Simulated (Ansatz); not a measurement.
# Ge2H (element-swapped structure): how the settings move a single-point run

Question: which choices in the input matter for Ge2H (element-swapped structure)?

Program: Ansatz 0.2.0. Level of theory: reference: DFT r2SCAN, plane waves, PAW, scalar-relativistic, no spin polarisation. These are calculated values, not measurements.

### Step 1. The structure to begin with

It takes space group I4/mmm (No. 139, tetragonal). Conventional cell: a = 3.065 Å, b = 3.065 Å, c = 8.235 Å, α = 90.00°, β = 90.00°, γ = 90.00°. H (site symmetry 4/mmm) is surrounded by 10 Ge at 2.57 to 2.74 Å. Around Ge (site symmetry 4mm) lie 5 Ge at 2.56 to 2.75 Å and 5 H at 2.57 to 2.74 Å.

Structure file:

```cif
data_structure
_symmetry_space_group_name_H-M 'I4/mmm'
_symmetry_Int_Tables_number 139
_cell_length_a 3.0649
_cell_length_b 3.0649
_cell_length_c 8.2347
_cell_angle_alpha 90.000
_cell_angle_beta 90.000
_cell_angle_gamma 90.000
_cell_volume 77.35
loop_
_atom_site_label
_atom_site_type_symbol
_atom_site_symmetry_multiplicity
_atom_site_Wyckoff_symbol
_atom_site_fract_x
_atom_site_fract_y
_atom_site_fract_z
_atom_site_occupancy
H1 H 2 a 0.00000 0.00000 0.00000 1
Ge1 Ge 4 e 0.50000 0.50000 0.83300 1
```

### Step 2. Baseline

The input, input.yaml:

```yaml
crystal:
  lattice:
    - [0.0, 3.064919, 0.0]
    - [3.064919, 0.0, 0.0]
    - [1.53246, 1.53246, -4.117331]
  atoms:
    - { symbol: H, position: [0.0, 0.0, 0.0] }
    - { symbol: Ge, position: [0.333, 0.333, 0.334] }
    - { symbol: Ge, position: [0.667, 0.667, 0.666] }
  symmetry: { tolerance: 0.0003 }
kpoints:
  mp_grid: { grid: [6, 6, 6], shift: [0, 0, 0] }
magnetization:
  spin_polarized: false
scf:
  occupations: { method: fermi_dirac }
hamiltonian:
  pseudopotentials: { kind: paw }
  xc: r2scan
basis:
  ecutwfc: 500
output:
  forces: true
  stress: true
  eigenvalues: true
  write_density: true
  write_potential: true
  elf: true
  volumetric_format: npy
```

Command:

```sh
$ ansatz run input.yaml --threads 1 --pin off --max-ram 2560MiB --backend cpu --events-out ev --progress --plain --runs-dir out
```

What it wrote, cut to the lines that bear on the results:

```text
Warning: RAYON_NUM_THREADS=1 ignored (pool sized by the plan → 1); use --threads N
[...]
Pseudopotentials: kind: paw
Pseudopotential: H, paw, valence charge 1, recommended cutoff 500 eV (meta_gga), H.paw.azcp
Pseudopotential: Ge, paw, valence charge 14, recommended cutoff 500 eV (meta_gga), Ge.paw.azcp
Functional definition: r2SCAN
[...]
Crystal: 3 atoms, lattice volume = 38.677 Å³
Basis set: ecut = 500 eV, 995 PW (Γ), exchange–correlation on 96×96×144 points (64 copies of the dense FFT grid, shifted against one another)
Bands: 19, of which v1, the nominal top of the filled ones, is band 15 counted from 1 (14 counted from 0)
Symmetry: 16 space group operations
Space group: I4/mmm (ITA 139), of the structure as read, at distance tolerance 1.0e-3 Å
k-points: 30 of 216
[...]
SCF iter   1: F=—  HF=-8618.934686 eV  |F-HF|=—  |Δ(HF+E_count)|=         —  Δρ=8.23e-3  dr2=1.73e-2  dr2_τ=3.20e-3  ethr=1.77e-3  ⟨swp⟩=5.2  Hψ=2436  notcnv=0
[...]
SCF iter   7: F=-8618.956304 eV  HF=-8618.956304 eV  |F-HF|=5.63e-9  |Δ(HF+E_count)|=   1.60e-7  Δρ=4.43e-6  dr2=6.47e-9  dr2_τ=1.31e-10  ethr=3.45e-10  ⟨swp⟩=9.1  Hψ=3612  notcnv=0
[...]
SCF converged after 7 iterations
Free energy (F): -8618.956304 eV
[...]
E sigma→0 (E₀):  -8618.943372 eV
Entropy (-TS):   -0.025865 eV (-8.622 meV/atom)
Fermi energy:    11.082585 eV
[...]
--- Forces (eV/Å), atoms counted from 1 ---
  atom   1  H     -0.00000000     0.00000000     0.00000000
  atom   2  Ge    -0.00000010    -0.00000010     1.68887940
  atom   3  Ge     0.00000010     0.00000010    -1.68887940
[...]
--- Stress (GPa, compression-positive) ---
       14.581658      -0.000000       0.000001
       -0.000000      14.581658       0.000001
        0.000001       0.000001       5.840532
  P = ⅓ Tr σ = 11.6679 GPa (116.679 kbar)
--- Band table (eV; the first three rows and the last of 30) ---
  k-point 0: bands = ["-14.6220", "-14.5622", "-14.5062", "-14.5062", "-14.4919", "-14.4351", "-14.4321", "-14.3711", "-14.3711", "-14.3358", "-3.8691", "6.0728", "6.4135", "12.7824", "12.7824", "13.5604", "15.9353", "17.5281", "17.5281"]
[...]
```

Wall time 2.3 s (1 thread of Intel Xeon 6975P-C (Granite Rapids), shared host); peak memory 0.43 GiB.

### Step 3. Variant: mixing.algorithm msr1, mixing.beta 0.05, scf.algorithm density_mixing

Changes to input.yaml since step 2:

```diff
@@ -16,2 +16,4 @@
   occupations: { method: fermi_dirac }
+  mixing: { algorithm: msr1, beta: 0.05 }
+  algorithm: density_mixing
 hamiltonian:
@@ -25,5 +27 @@
   eigenvalues: true
-  write_density: true
-  write_potential: true
-  elf: true
-  volumetric_format: npy
```

Command:

```sh
$ ansatz run input.yaml --threads 1 --pin off --max-ram 2560MiB --backend cpu --events-out ev --progress --plain --runs-dir out
```

What it wrote, cut to the lines that bear on the results:

```text
Warning: RAYON_NUM_THREADS=1 ignored (pool sized by the plan → 1); use --threads N
[...]
Pseudopotentials: kind: paw
Pseudopotential: H, paw, valence charge 1, recommended cutoff 500 eV (meta_gga), H.paw.azcp
Pseudopotential: Ge, paw, valence charge 14, recommended cutoff 500 eV (meta_gga), Ge.paw.azcp
Functional definition: r2SCAN
[...]
Crystal: 3 atoms, lattice volume = 38.677 Å³
Basis set: ecut = 500 eV, 995 PW (Γ), exchange–correlation on 96×96×144 points (64 copies of the dense FFT grid, shifted against one another)
Bands: 19, of which v1, the nominal top of the filled ones, is band 15 counted from 1 (14 counted from 0)
Symmetry: 16 space group operations
Space group: I4/mmm (ITA 139), of the structure as read, at distance tolerance 1.0e-3 Å
k-points: 30 of 216
[...]
SCF iter   8: F=-8618.956304 eV  HF=-8618.956304 eV  |F-HF|=2.64e-8  |Δ(HF+E_count)|=   9.61e-7  Δρ=1.09e-5  dr2=4.94e-8  dr2_τ=5.75e-10  ethr=3.45e-10  ⟨swp⟩=5.4  Hψ=2411  notcnv=0
[...]
SCF converged after 8 iterations
Free energy (F): -8618.956304 eV
[...]
E sigma→0 (E₀):  -8618.943371 eV
Entropy (-TS):   -0.025866 eV (-8.622 meV/atom)
Fermi energy:    11.082568 eV
[...]
--- Forces (eV/Å), atoms counted from 1 ---
  atom   1  H      0.00000000     0.00000000     0.00000000
  atom   2  Ge    -0.00000010    -0.00000010     1.68895324
  atom   3  Ge     0.00000010     0.00000010    -1.68895324
[...]
--- Stress (GPa, compression-positive) ---
       14.581834      -0.000000       0.000001
       -0.000000      14.581834       0.000001
        0.000001       0.000001       5.841501
  P = ⅓ Tr σ = 11.6684 GPa (116.684 kbar)
--- Band table (eV; the first three rows and the last of 30) ---
  k-point 0: bands = ["-14.6218", "-14.5620", "-14.5060", "-14.5060", "-14.4917", "-14.4349", "-14.4319", "-14.3709", "-14.3709", "-14.3356", "-3.8692", "6.0727", "6.4135", "12.7823", "12.7823", "13.5605", "15.9352", "17.5281", "17.5281"]
[...]
```

Wall time 2.6 s (1 thread of Intel Xeon 6975P-C (Granite Rapids), shared host); peak memory 0.45 GiB.

With the changed mixing and solver the energy agrees within 0.5 meV/atom.

### Step 4. Variant: lower_state_search light

Changes to input.yaml since step 2:

```diff
@@ -16,2 +16,3 @@
   occupations: { method: fermi_dirac }
+  lower_state_search: light
 hamiltonian:
@@ -25,5 +26 @@
   eigenvalues: true
-  write_density: true
-  write_potential: true
-  elf: true
-  volumetric_format: npy
```

Command:

```sh
$ ansatz run input.yaml --threads 1 --pin off --max-ram 2560MiB --backend cpu --events-out ev --progress --plain --runs-dir out
```

What it wrote, cut to the lines that bear on the results:

```text
Warning: RAYON_NUM_THREADS=1 ignored (pool sized by the plan → 1); use --threads N
[...]
Pseudopotentials: kind: paw
Pseudopotential: H, paw, valence charge 1, recommended cutoff 500 eV (meta_gga), H.paw.azcp
Pseudopotential: Ge, paw, valence charge 14, recommended cutoff 500 eV (meta_gga), Ge.paw.azcp
Functional definition: r2SCAN
[...]
Crystal: 3 atoms, lattice volume = 38.677 Å³
Basis set: ecut = 500 eV, 995 PW (Γ), exchange–correlation on 96×96×144 points (64 copies of the dense FFT grid, shifted against one another)
Bands: 19, of which v1, the nominal top of the filled ones, is band 15 counted from 1 (14 counted from 0)
Symmetry: 16 space group operations
Space group: I4/mmm (ITA 139), of the structure as read, at distance tolerance 1.0e-3 Å
k-points: 30 of 216
[...]
SCF iter   7: F=-8618.956304 eV  HF=-8618.956304 eV  |F-HF|=5.63e-9  |Δ(HF+E_count)|=   1.60e-7  Δρ=4.43e-6  dr2=6.47e-9  dr2_τ=1.31e-10  ethr=3.45e-10  ⟨swp⟩=5.3  Hψ=2317  notcnv=0
[...]
SCF converged after 7 iterations
Free energy (F): -8618.956304 eV
[...]
E sigma→0 (E₀):  -8618.943372 eV
Entropy (-TS):   -0.025865 eV (-8.622 meV/atom)
Fermi energy:    11.082585 eV
[...]
--- Forces (eV/Å), atoms counted from 1 ---
  atom   1  H      0.00000000     0.00000000     0.00000000
  atom   2  Ge    -0.00000010    -0.00000010     1.68887647
  atom   3  Ge     0.00000010     0.00000010    -1.68887647
[...]
--- Stress (GPa, compression-positive) ---
       14.581652      -0.000000       0.000001
       -0.000000      14.581652       0.000001
        0.000001       0.000001       5.840522
  P = ⅓ Tr σ = 11.6679 GPa (116.679 kbar)
--- Band table (eV; the first three rows and the last of 30) ---
  k-point 0: bands = ["-14.6220", "-14.5622", "-14.5062", "-14.5062", "-14.4919", "-14.4351", "-14.4321", "-14.3711", "-14.3711", "-14.3358", "-3.8691", "6.0728", "6.4135", "12.7824", "12.7824", "13.5604", "15.9353", "17.5281", "17.5281"]
[...]
```

Wall time 1.9 s (1 thread of Intel Xeon 6975P-C (Granite Rapids), shared host); peak memory 0.45 GiB.

The changed input (search for lower states) leaves the energy the same to the digits printed.

### Step 5. Changing settings: symmetry.detect false, mp_grid.grid [9, 9, 9], occupations.method tetrahedron_uncorrected, tolerance left out

The input, input.yaml:

```yaml
crystal:
  lattice:
    - [0.0, 3.064919, 0.0]
    - [3.064919, 0.0, 0.0]
    - [1.53246, 1.53246, -4.117331]
  atoms:
    - { symbol: H, position: [0.0, 0.0, 0.0] }
    - { symbol: Ge, position: [0.333, 0.333, 0.334] }
    - { symbol: Ge, position: [0.667, 0.667, 0.666] }
  symmetry: { detect: false }
kpoints:
  mp_grid: { grid: [9, 9, 9], shift: [0, 0, 0] }
magnetization:
  spin_polarized: false
scf:
  occupations: { method: tetrahedron_uncorrected }
hamiltonian:
  pseudopotentials: { kind: paw }
  xc: r2scan
basis:
  ecutwfc: 500
output:
  forces: true
  stress: true
  eigenvalues: true
```

Command:

```sh
$ ansatz run input.yaml --threads 1 --pin off --max-ram 2560MiB --backend cpu --events-out ev --progress --plain --runs-dir out
```

What it wrote, cut to the lines that bear on the results:

```text
Warning: RAYON_NUM_THREADS=1 ignored (pool sized by the plan → 1); use --threads N
[...]
Pseudopotentials: kind: paw
Pseudopotential: H, paw, valence charge 1, recommended cutoff 500 eV (meta_gga), H.paw.azcp
Pseudopotential: Ge, paw, valence charge 14, recommended cutoff 500 eV (meta_gga), Ge.paw.azcp
Functional definition: r2SCAN
[...]
Crystal: 3 atoms, lattice volume = 38.677 Å³
Basis set: ecut = 500 eV, 995 PW (Γ), exchange–correlation on 96×96×144 points (64 copies of the dense FFT grid, shifted against one another)
Bands: 19, of which v1, the nominal top of the filled ones, is band 15 counted from 1 (14 counted from 0)
Symmetry: 1 space group operations
k-points: 365 of 729 (time reversal used)
[...]
SCF iter   1: F=—  HF=-8618.626466 eV  |F-HF|=—  |Δ(HF+E_count)|=         —  Δρ=6.89e-3  dr2=9.58e-3  dr2_τ=3.35e-3  ethr=1.77e-3  ⟨swp⟩=6.1  Hψ=31351  notcnv=0
[...]
SCF iter   7: F=-8618.655005 eV  HF=-8618.655005 eV  |F-HF|=3.04e-9  |Δ(HF+E_count)|=   6.11e-8  Δρ=4.31e-6  dr2=6.61e-9  dr2_τ=8.57e-11  ethr=3.45e-10  ⟨swp⟩=4.2  Hψ=21493  notcnv=0
[...]
SCF converged after 7 iterations
Free energy (F): -8618.655005 eV
[...]
E sigma→0 (E₀):  -8618.655005 eV
Entropy (-TS):   -0.000142 eV (-0.047 meV/atom)
Fermi energy:    11.138238 eV
[...]
--- Forces (eV/Å), atoms counted from 1 ---
  atom   1  H     -0.00000001     0.00000002     0.00000024
  atom   2  Ge     0.00000111     0.00000102     1.57875017
  atom   3  Ge    -0.00000106    -0.00000107    -1.57874665
[...]
--- Stress (GPa, compression-positive) ---
       17.054695      -0.000000       0.000000
       -0.000000      17.054695       0.000000
        0.000000       0.000000       5.335660
  P = ⅓ Tr σ = 13.1483 GPa (131.483 kbar)
--- Band table (eV; the first three rows and the last of 365) ---
  k-point 0: bands = ["-14.6210", "-14.5612", "-14.5098", "-14.5098", "-14.4970", "-14.4406", "-14.4309", "-14.3747", "-14.3747", "-14.3346", "-3.8650", "6.0907", "6.4142", "12.7735", "12.7735", "13.5823", "15.9401", "17.5316", "17.5316"]
[...]
```

Wall time 24 s (1 thread of Intel Xeon 6975P-C (Granite Rapids), shared host); peak memory 0.73 GiB.

Changing the use of symmetry, k-point mesh and smearing moves the energy by +96.1 meV/atom (σ→0 values), and the pressure goes from 11.7 to 13.1 GPa and the largest force goes from 1.69 to 1.58 eV/Å. More than one kind of setting changed, and this run alone doesn't tell their shares apart.

### Step 6. A run with other settings

Changes to input.yaml since step 2:

```diff
@@ -11,3 +11,3 @@
 kpoints:
-  mp_grid: { grid: [6, 6, 6], shift: [0, 0, 0] }
+  mp_grid: { grid: [1, 1, 1], shift: [0, 0, 0] }
 magnetization:
@@ -16,2 +16,3 @@
   occupations: { method: fermi_dirac }
+  max_iter: 60
 hamiltonian:
@@ -25,5 +26 @@
   eigenvalues: true
-  write_density: true
-  write_potential: true
-  elf: true
-  volumetric_format: npy
```

Command:

```sh
$ ansatz run input.yaml --threads 1 --pin off --max-ram 2560MiB --backend cpu --events-out ev --progress --plain --runs-dir out
```

What it wrote, cut to the lines that bear on the results:

```text
Warning: RAYON_NUM_THREADS=1 ignored (pool sized by the plan → 1); use --threads N
[...]
Pseudopotentials: kind: paw
Pseudopotential: H, paw, valence charge 1, recommended cutoff 500 eV (meta_gga), H.paw.azcp
Pseudopotential: Ge, paw, valence charge 14, recommended cutoff 500 eV (meta_gga), Ge.paw.azcp
Functional definition: r2SCAN
[...]
Crystal: 3 atoms, lattice volume = 38.677 Å³
Basis set: ecut = 500 eV, 995 PW (Γ), exchange–correlation on 96×96×144 points (64 copies of the dense FFT grid, shifted against one another)
Bands: 19, of which v1, the nominal top of the filled ones, is band 15 counted from 1 (14 counted from 0)
Symmetry: 16 space group operations
Space group: I4/mmm (ITA 139), of the structure as read, at distance tolerance 1.0e-3 Å
k-points: 1
[...]
SCF iter   1: F=—  HF=-8610.077866 eV  |F-HF|=—  |Δ(HF+E_count)|=         —  Δρ=6.12e-2  dr2=1.96e0  dr2_τ=4.04e-2  ethr=1.77e-3  ⟨swp⟩=5.0  Hψ=84  notcnv=0
[...]
SCF iter  15: F=-8610.274934 eV  HF=-8610.274934 eV  |F-HF|=4.19e-8  |Δ(HF+E_count)|=   3.82e-8  Δρ=9.75e-6  dr2=6.29e-8  dr2_τ=4.15e-10  ethr=3.45e-10  ⟨swp⟩=3.0  Hψ=59  notcnv=0
[...]
SCF converged after 15 iterations
Free energy (F): -8610.274934 eV
[...]
E sigma→0 (E₀):  -8610.097202 eV
Entropy (-TS):   -0.355463 eV (-118.488 meV/atom)
Fermi energy:    12.999370 eV
[...]
--- Forces (eV/Å), atoms counted from 1 ---
  atom   1  H      0.00000000     0.00000000     0.00000000
  atom   2  Ge     0.00000015     0.00000015    -2.51990129
  atom   3  Ge    -0.00000015    -0.00000015     2.51990129
[...]
--- Stress (GPa, compression-positive) ---
      -15.509826       0.000000      -0.000010
        0.000000     -15.509826      -0.000010
       -0.000010      -0.000010     156.464343
  P = ⅓ Tr σ = 41.8149 GPa (418.149 kbar)
--- Band table (eV) ---
  k-point 0: bands = ["-14.0369", "-14.0059", "-14.0059", "-13.9887", "-13.9759", "-13.9236", "-13.8722", "-13.8722", "-13.7928", "-13.6916", "-3.4546", "6.0096", "6.5394", "12.9355", "12.9355", "13.1436", "16.5659", "17.5046", "17.5046"]
```

It took 1.4 s on 1 thread of Intel Xeon 6975P-C (Granite Rapids), shared host; peak memory 0.39 GiB.

### Step 7. A look at that input

The run converged and reported no error. It gives a pressure of 42 GPa, far from the sound run.

The suspect setting: kpoints.mp_grid.grid is [1, 1, 1]. One k-point can't sample the Brillouin zone of so small a cell.

To undo it: set kpoints.mp_grid.grid to [6, 6, 6].

Changing the k-point mesh moves the energy by +2.89 eV/atom, and the pressure goes from 11.7 to 41.8 GPa and the largest force goes from 1.69 to 2.52 eV/Å. The energy is not variational in the mesh, so the sign tells nothing.

### Step 8. All runs together

| run | ending | energy change | pressure (GPa) | gap (eV) | force (eV/Å) | cycles | time |
| --- | --- | --- | --- | --- | --- | --- | --- |
| reference | converged | 0 | 11.7 | 0.00 | 1.69 | 7 | 2.3 s |
| 1: mixing.algorithm msr1, mixing.beta 0.05, scf.algorithm density_mixing | converged | 0.0 meV/atom | 11.7 | 0.00 | 1.69 | 8 | 2.6 s |
| 2: lower_state_search light | converged | 0.0 meV/atom | 11.7 | 0.00 | 1.69 | 7 | 1.9 s |
| 3: symmetry.detect false, mp_grid.grid [9, 9, 9], occupations.method tetrahedron_uncorrected, tolerance left out | converged | +96.1 meV/atom (σ→0) | 13.1 | 0.00 | 1.58 | 7 | 24 s |
| 4: mp_grid.grid [1, 1, 1] | converged | +2.89 eV/atom | 41.8 | 0.00 | 2.52 | 15 | 1.4 s |

Times don't compare one to one where runs were asked for different outputs or read a saved state (see the inputs); cycles may leave out searches for a lower state.

Residual by cycle in the longest SCF loop of each run; runs are numbered as in the table. The quantity is the density residual dr2, in eV.

| cycle | reference | run 1 | run 2 | run 3 | run 4 |
| --- | --- | --- | --- | --- | --- |
| 1 | 0.0173 | 0.0173 | 0.0173 | 0.00958 | 1.96 |
| 2 | 0.00239 | 0.0117 | 0.00239 | 0.00118 | 12.7 |
| 4 | 5.5e-5 | 0.0016 | 5.5e-5 | 2.9e-5 | 0.232 |
| 5 | 3.5e-6 | 8.8e-5 | 3.5e-6 | 3.6e-6 | 5.28 |
| 6 | 2.4e-7 | 8.2e-6 | 2.4e-7 | 1.7e-7 | 0.0458 |
| 7 | 6.5e-9 | 2.1e-7 | 6.5e-9 | 6.6e-9 | 0.18 |
| 9 | - | - | - | - | 0.0411 |
| 10 | - | - | - | - | 0.00203 |
| 11 | - | - | - | - | 9.4e-5 |
| 12 | - | - | - | - | 6.1e-5 |
| 14 | - | - | - | - | 9.0e-7 |
| 15 | - | - | - | - | 6.3e-8 |

Of the variants the dearest is «symmetry.detect false, mp_grid.grid [9, 9, 9], occupations.method tetrahedron_uncorrected, tolerance left out» (24 s), the cheapest «mp_grid.grid [1, 1, 1]» (1.4 s), on a shared host.

Caveats on the reference run: it is run without spin, though an odd electron count or open d shells could carry moments; its mesh is coarse for a cell with so small a gap or none; the cell is far from equilibrium (12 GPa, forces up to 1.7 eV/Å), so its values aren't those of the relaxed material; the structure is made up and not relaxed.
